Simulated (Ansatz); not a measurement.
# InAs: the cost of one run

Computed with Ansatz 0.2.0 (DFT PBEsol, scalar-relativistic, plane waves, PAW, unless a step's input says otherwise).

The COD entry's cell or inner coordinates are ideal or old and differ from later refinements, so a difference from it is no clean test against experiment.

3 further runs of the same task are left out: 3 set aside as unsound or not needed.

### 1 The system as given

It takes space group F-43m (No. 216, cubic). Conventional cell: a = 6.087 Å, b = 6.087 Å, c = 6.087 Å, α = 90.00°, β = 90.00°, γ = 90.00°. In (site symmetry -43m) is surrounded by 4 As at 2.64 Å. Around As (site symmetry -43m) lie 4 In at 2.64 Å.

As a file:

```xyz
2
Lattice="0.0000 3.0437 3.0437 3.0437 0.0000 3.0437 3.0437 3.0437 0.0000" Properties=species:S:1:pos:R:3 pbc="T T T"
In    0.0000    0.0000    0.0000
As    4.5656    4.5656    4.5656
```

This cell was relaxed beforehand with the same method: volume 28.20 Å³/atom, gap on the mesh none (metal).

### 2 Relaxing at 12 GPa

What is minimised here is the enthalpy; the energy can go up as the cell is squeezed.

File input.yaml:

```yaml
crystal:
  lattice:
    - [0.0, 3.0437329611, 3.0437329611]
    - [3.0437329611, 0.0, 3.0437329611]
    - [3.0437329611, 3.0437329611, 0.0]
  atoms:
    - { symbol: In, position: [0.0, 0.0, 0.0] }
    - { symbol: As, position: [0.75, 0.75, 0.75] }
basis:
  ecutwfc: 420
kpoints:
  mp_grid: { grid: [12, 12, 12] }
hamiltonian:
  xc: pbesol
scf:
  occupations: { method: fermi_dirac, width: 0.15 }
output:
  forces: true
  stress: true
  eigenvalues: true
  write_density: true
  write_potential: true
  elf: true
  volumetric_format: npy
relax:
  adjacent_minimum: "off"
  f_tol: 0.001
  max_steps: 60
  cell: { stress_tol: 0.02, p_target: 12.0 }
```

Command:

```sh
ansatz run input.yaml --threads 1 --pin off --max-ram 3072MiB --backend cpu --events-out ev --progress --plain --runs-dir out
```

Q: Estimate wall time and peak memory on 1 thread of Intel Xeon 6975P-C (Granite Rapids), shared host.

About 31 s, with a peak of 0.43 GiB.
